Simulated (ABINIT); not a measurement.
# Ag (Im-3m) in ABINIT: notebook

One crystal, Ag, is run at these levels: LDA, PBEsol, BLYP, AM05; tasks: equation of state.

All numbers are computed with ABINIT 10.8.3 (patched build); they aren't measurements. Logs are shortened: lines on timing, memory, paths and dates and some standing lists are left out, and cuts for length are marked. The log counts tension as positive stress, the text compression.

### Step 1. The crystal as given

Symmetry: Im-3m, No. 229, cubic system. Conventional cell: a = 3.311 Å, b = 3.311 Å, c = 3.311 Å, α = 90.00°, β = 90.00°, γ = 90.00°. Ag (site symmetry m-3m) is surrounded by 8 Ag at 2.87 Å.

This isn't the form of Ag at room conditions, which is fcc.

### Step 2. Equation of state, LDA

File run.abi:

```
ndtset 7
getwfk -1
scalecart1 3*0.9795861087
scalecart2 3*0.9864848297
scalecart3 3*0.9932883884
scalecart4 3*1.0000000000
scalecart5 3*1.0066227096
scalecart6 3*1.0131594038
scalecart7 3*1.0196128224

pp_dirpath "./"
pseudos "Ag.GGA_PBE-JTH.xml"

acell 5.4191238562 5.4191238562 5.4191238562
rprim
    -0.5773502692     0.5773502692     0.5773502692
     0.5773502692    -0.5773502692     0.5773502692
     0.5773502692     0.5773502692    -0.5773502692
ntypat 1
znucl 47
natom 1
typat 1
xred
     0.0000000000     0.0000000000     0.0000000000

ecut 20.0
pawecutdg 40.0

kptopt 1
ngkpt 11 11 11
nshiftk 1
shiftk 0.0 0.0 0.0

ixc 7

nband 10
occopt 3
tsmear 0.00183747

nstep 100
tolvrs 1.0e-9

iomode 3
prtwf 1
prtden 0
prteig 0
prtebands 0
enunit 1
```

Potentials or basis: JTH PAW PBE v2.0.

On the command line:

```sh
$ abinit run.abi > log 2>&1
```

run.abo:

```text
.Version 10.8.3 of ABINIT
 DATASET    1 : space group Im -3 m (#229); Bravais cI (body-center cubic)
================================================================================
 Values of the parameters that define the memory need for DATASET  1.
     intxc =       0    ionmov =       0      iscf =      17    lmnmax =      18
     lnmax =       6     mgfft =      24  mpssoang =       3    mqgrid =    3001
     natom =       1  nloc_mem =       2    nspden =       1   nspinor =       1
    nsppol =       1      nsym =      48    n1xccc =       1    ntypat =       1
    occopt =       3   xclevel =       1
       mpw =         499          nfft =       13824          nkpt =          56
 PAW method is used; the additional fine FFT grid is defined by:
   mgfftf=        32    nfftf =     32768
================================================================================
================================================================================
[... 71 lines left out ...]
 DATASET    7 : space group Im -3 m (#229); Bravais cI (body-center cubic)
================================================================================
 Values of the parameters that define the memory need for DATASET  7.
     intxc =       0    ionmov =       0      iscf =      17    lmnmax =      18
     lnmax =       6     mgfft =      24  mpssoang =       3    mqgrid =    3001
     natom =       1  nloc_mem =       2    nspden =       1   nspinor =       1
    nsppol =       1      nsym =      48    n1xccc =       1    ntypat =       1
    occopt =       3   xclevel =       1
       mpw =         571          nfft =       13824          nkpt =          56
 PAW method is used; the additional fine FFT grid is defined by:
   mgfftf=        32    nfftf =     32768
================================================================================
================================================================================

--------------------------------------------------------------------------------
------------- Echo of variables that govern the present computation ------------
--------------------------------------------------------------------------------
 -outvars: echo values of preprocessed input variables --------
            acell      5.4191238562E+00  5.4191238562E+00  5.4191238562E+00 Bohr
              amu      1.07868200E+02
             ecut      2.00000000E+01 Hartree
           enunit           1
           getwfk          -1
                       outvar_i_n : Printing only first  50 k-points.
              ixc           7
           jdtset        1    2    3    4    5    6    7
                       outvar_i_n : Printing only first  50 k-points.
         kptrlatt       11    0    0      0   11    0      0    0   11
          kptrlen1     5.83934830E+01
          kptrlen2     5.88047182E+01
          kptrlen3     5.92102808E+01
          kptrlen4     5.96103624E+01
          kptrlen5     6.00051445E+01
          kptrlen6     6.03947992E+01
          kptrlen7     6.07794899E+01
            natom           1
            nband          10
           ndtset           7
            ngfft          24      24      24
          ngfftdg          32      32      32
             nkpt          56
            nstep         100
             nsym          48
           ntypat           1
                       prtocc : prtvol=0, do not print more k-points.
           occopt           3
        pawecutdg      4.00000000E+01 Hartree
           prtden           0
        prtebands           0
           prteig           0
            rprim1    -5.6556430356E-01  5.6556430356E-01  5.6556430356E-01
                       5.6556430356E-01 -5.6556430356E-01  5.6556430356E-01
                       5.6556430356E-01  5.6556430356E-01 -5.6556430356E-01
            rprim2    -5.6954728199E-01  5.6954728199E-01  5.6954728199E-01
                       5.6954728199E-01 -5.6954728199E-01  5.6954728199E-01
                       5.6954728199E-01  5.6954728199E-01 -5.6954728199E-01
            rprim3    -5.7347531844E-01  5.7347531844E-01  5.7347531844E-01
                       5.7347531844E-01 -5.7347531844E-01  5.7347531844E-01
                       5.7347531844E-01  5.7347531844E-01 -5.7347531844E-01
            rprim4    -5.7735026920E-01  5.7735026920E-01  5.7735026920E-01
                       5.7735026920E-01 -5.7735026920E-01  5.7735026920E-01
                       5.7735026920E-01  5.7735026920E-01 -5.7735026920E-01
            rprim5    -5.8117389237E-01  5.8117389237E-01  5.8117389237E-01
                       5.8117389237E-01 -5.8117389237E-01  5.8117389237E-01
                       5.8117389237E-01  5.8117389237E-01 -5.8117389237E-01
            rprim6    -5.8494785453E-01  5.8494785453E-01  5.8494785453E-01
                       5.8494785453E-01 -5.8494785453E-01  5.8494785453E-01
                       5.8494785453E-01  5.8494785453E-01 -5.8494785453E-01
            rprim7    -5.8867373749E-01  5.8867373749E-01  5.8867373749E-01
                       5.8867373749E-01 -5.8867373749E-01  5.8867373749E-01
                       5.8867373749E-01  5.8867373749E-01 -5.8867373749E-01
          spgroup         229
           tolvrs      1.00000000E-09
           tsmear      1.83747000E-03 Hartree
            typat      1
           useylm           1
                       outvars : Printing only first  50 k-points.
            znucl       47.00000

================================================================================

 chkinp: Checking input parameters for consistency, jdtset=   1.

 chkinp: Checking input parameters for consistency, jdtset=   2.
[... 35 lines left out ...]
 getcut: wavevector=  0.0000  0.0000  0.0000  ngfft=  24  24  24
         ecut(hartree)=     20.000   => boxcut(ratio)=   2.24574

 getcut : COMMENT -
  Note that boxcut > 2.2 ; recall that boxcut=Gcut(box)/Gcut(sphere) = 2
  is sufficient for exact treatment of convolution.
  Such a large boxcut is a waste : you could raise ecut
  e.g. ecut=   25.216735 Hartrees makes boxcut=2

 Fine grid specifications (used for densities):

 getcut: wavevector=  0.0000  0.0000  0.0000  ngfft=  32  32  32
         ecut(hartree)=     40.000   => boxcut(ratio)=   2.11937

--- Pseudopotential description ------------------------------------------------
- pspini: atom type   1  psp file is ./Ag.GGA_PBE-JTH.xml
 Pseudopotential format is: paw10
 basis_size (lnmax)=  6 (lmn_size= 18), orbitals=   0   0   1   1   2   2
 Spheres core radius: rc_sph= 2.51516130
 Shapefunction is BESSEL type: shapef(r,l)=aa(1,l)*jl(q(1,l)*r)+aa(2,l)*jl(q(2,l)*r)
 Radius for shape functions =  2.20290272
 Compensation charge density is not taken into account in XC energy/potential

   4.44827459E+02                                ecore*ucvol(ha*bohr**3)
--------------------------------------------------------------------------------

[... 161 lines left out ...]
 getcut: wavevector=  0.0000  0.0000  0.0000  ngfft=  24  24  24
         ecut(hartree)=     20.000   => boxcut(ratio)=   2.23003

 getcut : COMMENT -
  Note that boxcut > 2.2 ; recall that boxcut=Gcut(box)/Gcut(sphere) = 2
  is sufficient for exact treatment of convolution.
  Such a large boxcut is a waste : you could raise ecut
  e.g. ecut=   24.865275 Hartrees makes boxcut=2

 Fine grid specifications (used for densities):

 getcut: wavevector=  0.0000  0.0000  0.0000  ngfft=  32  32  32
         ecut(hartree)=     40.000   => boxcut(ratio)=   2.10455
--------------------------------------------------------------------------------
[... 162 lines left out ...]
 getcut: wavevector=  0.0000  0.0000  0.0000  ngfft=  24  24  24
         ecut(hartree)=     20.000   => boxcut(ratio)=   2.21476

 getcut : COMMENT -
  Note that boxcut > 2.2 ; recall that boxcut=Gcut(box)/Gcut(sphere) = 2
  is sufficient for exact treatment of convolution.
  Such a large boxcut is a waste : you could raise ecut
  e.g. ecut=   24.525811 Hartrees makes boxcut=2

 Fine grid specifications (used for densities):

 getcut: wavevector=  0.0000  0.0000  0.0000  ngfft=  32  32  32
         ecut(hartree)=     40.000   => boxcut(ratio)=   2.09013
--------------------------------------------------------------------------------
[... 811 lines left out ...]
-Cartesian components of stress tensor (GPa)         [Pressure= -1.4459E+01 GPa]
- sigma(1 1)=  1.44586242E+01  sigma(3 2)=  0.00000000E+00
- sigma(2 2)=  1.44586242E+01  sigma(3 1)=  0.00000000E+00
- sigma(3 3)=  1.44586242E+01  sigma(2 1)=  0.00000000E+00

== END DATASET(S) ==============================================================
================================================================================

 -outvars: echo values of variables after computation  --------
            acell      5.4191238562E+00  5.4191238562E+00  5.4191238562E+00 Bohr
           etotal1    -3.8338491905E+01
           etotal2    -3.8337884214E+01
           etotal3    -3.8337126963E+01
           etotal4    -3.8336241235E+01
           etotal5    -3.8335246309E+01
           etotal6    -3.8334158425E+01
           etotal7    -3.8332991911E+01
            fcart1    -0.0000000000E+00 -0.0000000000E+00 -0.0000000000E+00
            fcart2    -0.0000000000E+00 -0.0000000000E+00 -0.0000000000E+00
            fcart3    -0.0000000000E+00 -0.0000000000E+00 -0.0000000000E+00
            fcart4    -0.0000000000E+00 -0.0000000000E+00 -0.0000000000E+00
            fcart5    -0.0000000000E+00 -0.0000000000E+00 -0.0000000000E+00
            fcart6    -0.0000000000E+00 -0.0000000000E+00 -0.0000000000E+00
            fcart7    -0.0000000000E+00 -0.0000000000E+00 -0.0000000000E+00
            rprim1    -5.6556430356E-01  5.6556430356E-01  5.6556430356E-01
                       5.6556430356E-01 -5.6556430356E-01  5.6556430356E-01
                       5.6556430356E-01  5.6556430356E-01 -5.6556430356E-01
[... 17 lines left out ...]
                       5.8867373749E-01  5.8867373749E-01 -5.8867373749E-01
           strten1     2.1554825484E-04  2.1554825484E-04  2.1554825484E-04
                       0.0000000000E+00  0.0000000000E+00  0.0000000000E+00
           strten2     2.8134017926E-04  2.8134017926E-04  2.8134017926E-04
                       0.0000000000E+00  0.0000000000E+00  0.0000000000E+00
           strten3     3.3784357996E-04  3.3784357996E-04  3.3784357996E-04
                       0.0000000000E+00  0.0000000000E+00  0.0000000000E+00
           strten4     3.8613425146E-04  3.8613425146E-04  3.8613425146E-04
                       0.0000000000E+00  0.0000000000E+00  0.0000000000E+00
           strten5     4.2728697037E-04  4.2728697037E-04  4.2728697037E-04
                       0.0000000000E+00  0.0000000000E+00  0.0000000000E+00
           strten6     4.6213237150E-04  4.6213237150E-04  4.6213237150E-04
                       0.0000000000E+00  0.0000000000E+00  0.0000000000E+00
           strten7     4.9143864670E-04  4.9143864670E-04  4.9143864670E-04
                       0.0000000000E+00  0.0000000000E+00  0.0000000000E+00
 Calculation completed.
```

It took 39 s on 1 thread of Arm Neoverse V1, shared host; peak memory 0.12 GiB.

Results:

- Equilibrium volume: 16.16 Å³/atom (rough: see the caveat)
- Bulk modulus: 135 GPa (rough)

Energy against volume, from the lowest point:
```tsv
volume (Å³/atom)	energy (meV/atom)
17.065	0.00
17.428	16.54
17.791	37.14
18.154	61.24
18.517	88.32
18.880	117.92
19.243	149.66
```

Caveat: pressures at fixed basis lie under the slope of the energies; the minimum lies outside the volumes run; the PAW data sets were made with another functional, which shifts forces and pressure a little.

### Step 3. Equation of state, PBEsol

Changes to run.abi since step 2:

```diff
@@ -27,2 +27,3 @@
 pawecutdg 40.0
+pawxcdev 0
 
@@ -33,3 +34,3 @@
 
-ixc 7
+ixc -116133
```

Potentials or basis: JTH PAW PBE v2.0.

On the command line:

```sh
$ abinit run.abi > log 2>&1
```

Run time: 54 s. Hardware: 1 thread of Arm Neoverse V1, shared host; peak memory 0.13 GiB.

The run converged. Its results:

| Item | Value |
| --- | --- |
| Equilibrium volume | 16.82 Å³/atom (rough: see the caveat) |
| Bulk modulus | 116 GPa (rough) |

Energy against volume, from the lowest point:
| volume (Å³/atom) | energy (meV/atom) |
| --- | --- |
| 17.065 | 0.00 |
| 17.428 | 6.11 |
| 17.791 | 16.66 |
| 18.154 | 31.05 |
| 18.517 | 48.75 |
| 18.880 | 69.31 |
| 19.243 | 92.31 |

Caveat: pressures at fixed basis lie under the slope of the energies; the minimum lies outside the volumes run; the PAW data sets were made with another functional, which shifts forces and pressure a little.

### Step 4. Equation of state, BLYP

Changes to run.abi since step 3:

```diff
@@ -34,3 +34,3 @@
 
-ixc -116133
+ixc -106131
```

On the command line:

```sh
$ abinit run.abi > log 2>&1
```

It took 48 s on 1 thread of Arm Neoverse V1, shared host; peak memory 0.13 GiB.

The run converged. Its results:

* Equilibrium volume: 19.43 Å³/atom (rough: see the caveat)
* Bulk modulus: 69 GPa (rough)

Energy against volume, from the lowest point:
| volume (Å³/atom) | energy (meV/atom) |
| --- | --- |
| 17.065 | 82.59 |
| 17.428 | 56.35 |
| 17.791 | 35.92 |
| 18.154 | 20.67 |
| 18.517 | 9.94 |
| 18.880 | 3.20 |
| 19.243 | 0.00 |

Caveat: pressures at fixed basis lie under the slope of the energies; the minimum lies outside the volumes run; the PAW data sets were made with another functional, which shifts forces and pressure a little.

(Continued in part 2 of 2.)
